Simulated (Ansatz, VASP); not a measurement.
# Sb in VASP and in Ansatz

```
Sb
1.0
     2.15420    1.24373    3.75800
    -2.15420    1.24373    3.75800
     0.00000   -2.48746    3.75800
Sb
2
Direct
  0.76651 0.76651 0.76651
  0.23349 0.23349 0.23349
```

Alike in both runs: task relaxation of cell and atoms; functional revPBE; k mesh 8 × 8 × 8; occupations fermi-dirac, width 0.05 eV; no spin polarisation.

```csv
,VASP,Ansatz
version,VASP 6.6.1,Ansatz 0.2.0
potentials or method,"VASP PAW PBE potentials, release 64 (Sb), cutoff 600 eV","all-electron LAPW, scalar-relativistic"
```

VASP gave:

| Property | Result |
| --- | --- |
| relaxed volume (Å³/atom) | 32.82 |
| relaxed cell length with the largest relative difference (Å) | 4.672 |
| energy change over the relaxation (meV/atom) | -24 |

**Question.** Which values does Ansatz return?

**Answer.** Relaxed volume (Å³/atom): 32.97; relaxed cell length with the largest relative difference (Å): 4.690; energy change over the relaxation (meV/atom): -25.

Ansatz ran all-electron here, so the differences hold the error of VASP's frozen core and of both bases.

Caveats: the PAW data sets were made with another functional, which shifts forces and pressure a little (VASP). revPBE gives volumes clearly too large for solids. The runs have no spin-orbit coupling, so splittings on Sb are missing.
